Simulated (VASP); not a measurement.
# Lattice of KI, functional by functional

Which functional gives which lattice for KI? The starting structure is a measured crystal structure from the Crystallography Open Database. The first relaxation on each setting starts from this cell expanded by 3 % in volume.

Main program and level: VASP 6.6.1; Kohn-Sham DFT with plane waves and PAW; PBEsol, LDA, PBE, PBEsol + D3(BJ), r2SCAN and r2SCAN + rVV10.

## (1) Starting point

The structure is cubic, space group Fm-3m (No. 225). The conventional cell has a = 7.066 Å, b = 7.066 Å, c = 7.066 Å, α = 90.00°, β = 90.00°, γ = 90.00°. Nearest to I lie 6 K at 3.53 Å. Nearest to K lie 6 I at 3.53 Å. Farther neighbours and most contacts between anions are not listed.

Structure file:

```
I K
1.0
     0.00000    3.53277    3.53277
     3.53277    0.00000    3.53277
     3.53277    3.53277    0.00000
I K
1 1
Direct
  0.50000 0.50000 0.50000
  0.00000 0.00000 0.00000
```

## (2) Relaxation with PBEsol

PBEsol restores the gradient expansion of exchange and is tuned for the cells of solids. This run starts from the cell of an earlier relaxation, which isn't shown; the restart sets up the plane waves anew.

INCAR reads:

```
SYSTEM = KI
PREC = Accurate
ENCUT = 450
EDIFF = 1E-06
NELM = 100
ISMEAR = 0
SIGMA = 0.03
LREAL = .FALSE.
ALGO = Normal
GGA = PS
NBANDS = 14
LORBIT = 11
LWAVE = .FALSE.
LCHARG = .FALSE.
KPAR = 4
IBRION = 2
NSW = 50
ISIF = 3
EDIFFG = -0.006
```

POSCAR reads:

```
KI
1.0
    0.0000000000      3.5071312002      3.5071312002
    3.5071312002      0.0000000000      3.5071312002
    3.5071312002      3.5071312002      0.0000000000
I K
1 1
Direct
    0.5000000000      0.5000000000      0.5000000000
    0.0000000000      0.0000000000      0.0000000000
```

KPOINTS reads:

```
Automatic mesh
0
Gamma
6 6 6
0 0 0
```

PAW data sets: I and K_sv (PBE family, release 64).

Launch:

```
$ mpirun -np 4 vasp_std
```

What it wrote:

```text
[banner, memory and clock lines left out]
running    4 mpi-ranks, on    1 nodes
 distrk:  each k-point on    1 cores,    4 groups
 distr:  one band on    1 cores,    1 groups

 POSCAR found type information on POSCAR I K
 POSCAR found :  2 types and       2 ions
|                                                                             |
|               ----> ADVICE to this user running VASP <----                  |
|                                                                             |
|     You enforced a specific xc type in the INCAR file but a different       |
|     [... a line on the potential file left out ...]
|     I HOPE YOU KNOW WHAT YOU ARE DOING!                                     |
|                                                                             |

 LDA part: xc-table for (Slater+PW92), standard interpolation
 POSCAR, INCAR and KPOINTS ok, starting setup
 FFT: planning ... GRIDC
 FFT: planning ... GRID_SOFT
 FFT: planning ... GRID
 WAVECAR not read
 entering main loop
       N       E                     dE             d eps       ncg     rms          rms(c)
DAV:   1     0.854274805253E+02    0.85427E+02   -0.61836E+03   448   0.869E+02
DAV:   2    -0.383822142879E+00   -0.85811E+02   -0.79518E+02   570   0.212E+02
DAV:   3    -0.563006601251E+01   -0.52462E+01   -0.52201E+01   616   0.469E+01
DAV:   4    -0.589706791938E+01   -0.26700E+00   -0.26692E+00   738   0.962E+00
DAV:   5    -0.589855889260E+01   -0.14910E-02   -0.14910E-02   604   0.803E-01    0.308E+00
DAV:   6    -0.581869123283E+01    0.79868E-01   -0.95689E-02   514   0.209E+00    0.221E+00
DAV:   7    -0.581200332593E+01    0.66879E-02   -0.11135E-01   562   0.187E+00    0.864E-01
DAV:   8    -0.581586777766E+01   -0.38645E-02   -0.13991E-02   496   0.905E-01    0.236E-01
DAV:   9    -0.581575446404E+01    0.11331E-03   -0.55265E-04   608   0.147E-01    0.988E-02
DAV:  10    -0.581601467065E+01   -0.26021E-03   -0.40094E-04   490   0.985E-02    0.788E-02
DAV:  11    -0.581602732673E+01   -0.12656E-04   -0.68751E-05   474   0.508E-02    0.108E-02
DAV:  12    -0.581602781228E+01   -0.48556E-06   -0.34208E-06   616   0.142E-02
   1 F= -.58160278E+01 E0= -.58160278E+01  d E =-.581603E+01
 curvature:   0.00 expect dE= 0.000E+00 dE for cont linesearch  0.000E+00
 trial: gam= 0.00000 g(F)=  0.381E-62 g(S)=  0.664E-06 ort = 0.000E+00 (trialstep = 0.100E+01)
 search vector abs. value=  0.664E-06
 reached required accuracy - stopping structural energy minimisation
```

The job ended after 5.8 s (4 MPI ranks of Intel Xeon Platinum 8259CL at 2.50GHz (Skylake/Cascade Lake), shared host; peak memory 0.8 GiB).

Lines that name or quote the potential files are left out of all logs, and their timing lines are given in words.

OUTCAR, selected parts (step 2):

```text
ion  position               nearest neighbor table
   1  0.500  0.500  0.500-   2 3.51   2 3.51   2 3.51   2 3.51   2 3.51   2 3.51
   2  0.000  0.000  0.000-   1 3.51   1 3.51   1 3.51   1 3.51   1 3.51   1 3.51

  LATTYP: Found a face centered cubic cell.
 ALAT       =     7.0142624004

 Subroutine GETGRP returns: Found 48 space group operations
 (whereof 48 operations were pure point group operations)

The static configuration has the point symmetry O_h .

 Found     16 irreducible k-points:

   k-points           NKPTS =     16   k-points in BZ     NKDIM =     16   number of bands    NBANDS=     14

   dimension x,y,z NGX =    36 NGY =   36 NGZ =   36
   dimension x,y,z NGXF=    72 NGYF=   72 NGZF=   72

   ENCUT  =  450.0 eV  33.07 Ry    5.75 a.u.   8.58  8.58  8.58*2*pi/ulx,y,z

   NELECT =      16.0000    total number of electrons

 k-points in reciprocal lattice and weights: Automatic mesh
   0.00000000  0.00000000  0.00000000       0.005
   0.16666667  0.00000000  0.00000000       0.037
   0.33333333  0.00000000  0.00000000       0.037
   0.50000000  0.00000000  0.00000000       0.019
   0.16666667  0.16666667  0.00000000       0.028
   0.33333333  0.16666667  0.00000000       0.111
   0.50000000  0.16666667  0.00000000       0.111
  -0.33333333  0.16666667  0.00000000       0.111
  -0.16666667  0.16666667  0.00000000       0.056
[...]
-0.33333333  0.33333333  0.16666667       0.111
  -0.33333333  0.50000000  0.16666667       0.056

 average (electrostatic) potential at core
       1 -93.9787       2 -35.8880

 E-fermi :  -0.2083

 k-point     1 :       0.0000    0.0000    0.0000
  band No.  band energies     occupation
    ...
      4     -12.2390      2.00000
      5     -10.9661      2.00000
      6      -0.3949      2.00000
      7      -0.3949      2.00000
      8      -0.3949      2.00000
      9       3.4645      0.00000
     10       6.0208      0.00000
     11       6.0208      0.00000
     12       6.0208      0.00000
     13       6.7770      0.00000
    ...

 k-point     2 :       0.1667    0.0000    0.0000
  band No.  band energies     occupation
    ...
      4     -12.2397      2.00000
      5     -10.8789      2.00000
      6      -0.8442      2.00000
      7      -0.4927      2.00000
      8      -0.4927      2.00000
      9       4.1095      0.00000
     10       5.9309      0.00000
     11       6.3202      0.00000
     12       6.3202      0.00000
     13       7.1068      0.00000
    ...

 k-point     3 :       0.3333    0.0000    0.0000
  band No.  band energies     occupation
    ...
      4     -12.2410      2.00000
      5     -10.7174      2.00000
      6      -1.5190      2.00000
      7      -0.6729      2.00000
      8      -0.6729      2.00000
      9       4.8503      0.00000
     10       6.5767      0.00000
     11       7.0461      0.00000
     12       7.0461      0.00000
     13       7.9696      0.00000
    ...

  Total        0.0030285      0.0030285      0.0030285      0.0000000      0.0000000      0.0000000
  in kB        0.0562417      0.0562417      0.0562417      0.0000000      0.0000000      0.0000000
  external PRESSURE =       0.0562417 kB  Pullay stress =       0.0000000 kB

  energy-cutoff  :      450.00
  volume of cell :       86.28
      direct lattice vectors                 reciprocal lattice vectors
     0.000000000  3.507131200  3.507131200    -0.142566665  0.142566665  0.142566665
     3.507131200  0.000000000  3.507131200     0.142566665 -0.142566665  0.142566665
     3.507131200  3.507131200  0.000000000     0.142566665  0.142566665 -0.142566665

 POSITION                                       TOTAL-FORCE (eV/Angst)
 -----------------------------------------------------------------------------------
      3.50713      3.50713      3.50713        -0.000000      0.000000     -0.000000
      0.00000      0.00000      0.00000         0.000000      0.000000      0.000000
 -----------------------------------------------------------------------------------
    total drift:                                0.000000      0.000000      0.000000

  FREE ENERGIE OF THE ION-ELECTRON SYSTEM (eV)
  ---------------------------------------------------
  free  energy   TOTEN  =        -5.8160278123 eV

  energy  without entropy=       -5.8160278123  energy(sigma->0) =       -5.81602781

 reached required accuracy - stopping structural energy minimisation

 total charge
# of ion       s       p       d       tot
------------------------------------------
    1        1.491   2.843   0.001   4.335
    2        1.957   5.564   0.025   7.545
--------------------------------------------------
tot          3.448   8.407   0.026  11.881

[... 3 further parts left out ...]
```

CONTCAR:

```
KI
   1.00000000000000
     0.0000000000000000    3.5071312001999999    3.5071312001999999
     3.5071312001999999    0.0000000000000000    3.5071312001999999
     3.5071312001999999    3.5071312001999999    0.0000000000000000
  I               K
     1     1
Direct
     0.5000000000000000    0.5000000000000000    0.5000000000000000
     0.0000000000000000    0.0000000000000000    0.0000000000000000
```

The PAW data sets were made with PBE, which is usual practice but a small mismatch for other functionals. The run keeps the 48 symmetry operations of its start, so it cannot find a distortion of lower symmetry.

With PBEsol the relaxed cell holds 43.138 Å³ an atom, -2.16 % against the measured cell, with a = 7.014 Å.

## (3) Relaxation with LDA

LDA, the lowest rung, knows the local density alone. This run starts from the cell of an earlier relaxation, which isn't shown; the restart sets up the plane waves anew.

Changes to INCAR since step 2:

```diff
@@ -9,3 +9,3 @@
 ALGO = Normal
-GGA = PS
+GGA = CA
 NBANDS = 14
```

POSCAR reads:

```
KI
1.0
    0.0000000000      3.4125368403      3.4125368403
    3.4125368403      0.0000000000      3.4125368403
    3.4125368403      3.4125368403      0.0000000000
I K
1 1
Direct
    0.5000000000      0.5000000000      0.5000000000
    0.0000000000      0.0000000000      0.0000000000
```

KPOINTS is that of step 2.

Potentials, in the order of the species: I and K_sv (LDA family, release 64).

Launch:

```
$ mpirun -np 4 vasp_std
```

What it wrote:

```text
[banner, memory and clock lines left out]
running    4 mpi-ranks, on    1 nodes
[...]
LDA part: xc-table for (Slater(with rela. corr.)+CA(PZ))
 , standard interpolation
 POSCAR, INCAR and KPOINTS ok, starting setup
[...]
entering main loop
       N       E                     dE             d eps       ncg     rms          rms(c)
DAV:   1     0.828290505653E+02    0.82829E+02   -0.61554E+03   448   0.891E+02
DAV:   2    -0.116527231290E+01   -0.83994E+02   -0.79647E+02   576   0.224E+02
DAV:   3    -0.602511207408E+01   -0.48598E+01   -0.48384E+01   626   0.449E+01
DAV:   4    -0.625171167639E+01   -0.22660E+00   -0.22651E+00   728   0.907E+00
[...]
DAV:  10    -0.616608554428E+01   -0.33897E-04   -0.19005E-04   586   0.642E-02    0.791E-02
DAV:  11    -0.616607771954E+01    0.78247E-05   -0.56506E-05   466   0.462E-02    0.692E-03
DAV:  12    -0.616607777633E+01   -0.56787E-07   -0.22957E-06   522   0.123E-02
   1 F= -.61660778E+01 E0= -.61660778E+01  d E =-.616608E+01
[...]
reached required accuracy - stopping structural energy minimisation
```

Wall time 5 s (4 MPI ranks); peak memory 0.67 GiB; 17 s of CPU time.

Parts of OUTCAR (step 3):

```text
  Total        0.0038203      0.0038203      0.0038203     -0.0000000     -0.0000000      0.0000000
  in kB        0.0770096      0.0770096      0.0770096     -0.0000000     -0.0000000      0.0000000
  external PRESSURE =       0.0770096 kB  Pullay stress =       0.0000000 kB

 POSITION                                       TOTAL-FORCE (eV/Angst)
 -----------------------------------------------------------------------------------
      3.41254      3.41254      3.41254         0.000000      0.000000      0.000000
      0.00000      0.00000      0.00000        -0.000000      0.000000     -0.000000
 -----------------------------------------------------------------------------------
    total drift:                                0.000000      0.000000      0.000000

  FREE ENERGIE OF THE ION-ELECTRON SYSTEM (eV)
  ---------------------------------------------------
  free  energy   TOTEN  =        -6.1660777763 eV

  energy  without entropy=       -6.1660777763  energy(sigma->0) =       -6.16607778

[... 2 parts as in an earlier step ...]

[... 2 further parts left out ...]
[key lines of the parts left out:]
E-fermi :   0.0936
```

With LDA the relaxed cell holds 39.740 Å³ an atom, -9.87 % against the measured cell, with a = 6.825 Å. That is -7.88 % from PBEsol.

## (4) Relaxation with PBE

PBE, the usual starting point, adds the gradient of the density. This run starts from the cell of an earlier relaxation, which isn't shown; the restart sets up the plane waves anew.

Changes to INCAR since step 3:

```diff
@@ -9,3 +9,3 @@
 ALGO = Normal
-GGA = CA
+GGA = PE
 NBANDS = 14
```

POSCAR reads:

```
KI
1.0
    0.0000000000      3.5922921387      3.5922921387
    3.5922921387      0.0000000000      3.5922921387
    3.5922921387      3.5922921387      0.0000000000
I K
1 1
Direct
    0.5000000000      0.5000000000      0.5000000000
    0.0000000000      0.0000000000      0.0000000000
```

KPOINTS is that of step 3.

The projector-augmented-wave data sets are I and K_sv (PBE family, release 64).

Launch:

```
$ mpirun -np 4 vasp_std
```

What it wrote:

```text
[banner, memory and clock lines left out]
running    4 mpi-ranks, on    1 nodes
[...]
LDA part: xc-table for (Slater+PW92), standard interpolation
 POSCAR, INCAR and KPOINTS ok, starting setup
[...]
entering main loop
       N       E                     dE             d eps       ncg     rms          rms(c)
DAV:   1     0.831444184158E+02    0.83144E+02   -0.59006E+03   448   0.858E+02
DAV:   2    -0.451375460412E+00   -0.83596E+02   -0.79127E+02   558   0.208E+02
DAV:   3    -0.541428988136E+01   -0.49629E+01   -0.49446E+01   624   0.460E+01
DAV:   4    -0.565348092230E+01   -0.23919E+00   -0.23915E+00   726   0.914E+00
[...]
DAV:  10    -0.556493012099E+01   -0.13486E-03   -0.14244E-04   536   0.674E-02    0.209E-02
DAV:  11    -0.556497940297E+01   -0.49282E-04   -0.60171E-05   466   0.472E-02    0.144E-02
DAV:  12    -0.556498008799E+01   -0.68502E-06   -0.31254E-06   596   0.138E-02
   1 F= -.55649801E+01 E0= -.55649801E+01  d E =-.556498E+01
[... from here on, the cycles between the ionic steps are left out ...]
   2 F= -.55649862E+01 E0= -.55649862E+01  d E =-.606687E-05
   3 F= -.55649657E+01 E0= -.55649657E+01  d E =0.143994E-04
   4 F= -.55649825E+01 E0= -.55649825E+01  d E =-.241314E-05
[...]
reached required accuracy - stopping structural energy minimisation
```

Wall time 14 s (4 MPI ranks); peak memory 0.84 GiB.

Parts of OUTCAR (step 4):

```text
  Total       -0.0042674     -0.0042674     -0.0042674      0.0000000     -0.0000000     -0.0000000
  in kB       -0.0735810     -0.0735810     -0.0735810      0.0000000     -0.0000000     -0.0000000
  external PRESSURE =      -0.0735810 kB  Pullay stress =       0.0000000 kB

 POSITION                                       TOTAL-FORCE (eV/Angst)
 -----------------------------------------------------------------------------------
      3.59494      3.59494      3.59494        -0.000000     -0.000000      0.000000
      0.00000      0.00000      0.00000         0.000000      0.000000     -0.000000
 -----------------------------------------------------------------------------------
    total drift:                                0.000000      0.000000      0.000000

  FREE ENERGIE OF THE ION-ELECTRON SYSTEM (eV)
  ---------------------------------------------------
  free  energy   TOTEN  =        -5.5649825011 eV

  energy  without entropy=       -5.5649825011  energy(sigma->0) =       -5.56498250

[... 2 parts as in an earlier step ...]

[... 2 further parts left out ...]
[key lines of the parts left out:]
E-fermi :  -0.5482
```

With PBE the relaxed cell holds 46.460 Å³ an atom, +5.37 % against the measured cell, with a = 7.190 Å. That is +7.70 % from PBEsol.

## (5) Relaxation with PBEsol + D3(BJ)

D3 with Becke-Johnson damping keeps a finite attraction at short range. This run starts from the cell of an earlier relaxation, which isn't shown; the restart sets up the plane waves anew.

Changes to INCAR since step 4:

```diff
@@ -9,3 +9,4 @@
 ALGO = Normal
-GGA = PE
+GGA = PS
+IVDW = 12
 NBANDS = 14
```

POSCAR reads:

```
KI
1.0
    0.0000000000      3.4224336244      3.4224336244
    3.4224336244      0.0000000000      3.4224336244
    3.4224336244      3.4224336244      0.0000000000
I K
1 1
Direct
    0.5000000000      0.5000000000      0.5000000000
    0.0000000000      0.0000000000      0.0000000000
```

KPOINTS is that of step 4.

Launch:

```
$ mpirun -np 4 vasp_std
```

What it wrote:

```text
[banner, memory and clock lines left out]
running    4 mpi-ranks, on    1 nodes
[...]
[... a notice as in an earlier step ...]

 LDA part: xc-table for (Slater+PW92), standard interpolation
 POSCAR, INCAR and KPOINTS ok, starting setup
[...]
entering main loop
       N       E                     dE             d eps       ncg     rms          rms(c)
DAV:   1     0.822317395630E+02    0.82232E+02   -0.60163E+03   448   0.872E+02
DAV:   2    -0.110611828290E+01   -0.83338E+02   -0.78581E+02   552   0.214E+02
DAV:   3    -0.566520716228E+01   -0.45591E+01   -0.45438E+01   652   0.449E+01
DAV:   4    -0.586849476805E+01   -0.20329E+00   -0.20322E+00   690   0.887E+00
[...]
DAV:  10    -0.579661817461E+01   -0.22554E-03   -0.36245E-04   490   0.973E-02    0.950E-02
DAV:  11    -0.579661665580E+01    0.15188E-05   -0.59323E-05   484   0.502E-02    0.121E-02
DAV:  12    -0.579661684261E+01   -0.18681E-06   -0.30239E-06   604   0.124E-02
   1 F= -.63152531E+01 E0= -.63152531E+01  d E =-.631525E+01
[...]
reached required accuracy - stopping structural energy minimisation
```

Elapsed: 5.8 s, on 4 MPI ranks; peak memory 0.82 GiB; 21 s of CPU time.

OUTCAR, selected parts (step 5):

```text
 Edisp (eV)   -0.51864

  Total       0.01035     0.01035     0.01035     0.00000     0.00000     0.00000
  in kB       0.20685     0.20685     0.20685     0.00000     0.00000     0.00000
  external pressure =        0.21 kB  Pullay stress =        0.00 kB

 POSITION                                       TOTAL-FORCE (eV/Angst)
 -----------------------------------------------------------------------------------
      3.42243      3.42243      3.42243        -0.000000      0.000000     -0.000000
      0.00000      0.00000      0.00000         0.000000     -0.000000      0.000000
 -----------------------------------------------------------------------------------
    total drift:                                0.000000      0.000000      0.000000

  FREE ENERGIE OF THE ION-ELECTRON SYSTEM (eV)
  ---------------------------------------------------
  free  energy   TOTEN  =        -6.3152531470 eV

  energy  without entropy=       -6.3152531470  energy(sigma->0) =       -6.31525315

[... 2 parts as in an earlier step ...]

[... 2 further parts left out ...]
[key lines of the parts left out:]
E-fermi :   0.2104
```

With PBEsol + D3(BJ) the relaxed cell holds 40.087 Å³ an atom, -9.08 % against the measured cell, with a = 6.845 Å. That is -7.07 % from PBEsol.

[end of part 1 of 2]

[Lines on the potential files, build, host, timing and source positions are cut from VASP's logs without a mark.]

[Logs are printed without paths, hosts, clocks, repeated set-up lines and the standing remarks that a program may print on its own settings, such as how far it seeks lower states.]

[Hosts, paths, dates, database ids (printed as entryN), source tags and the programs' standing remarks are cut or masked in the printed files.]
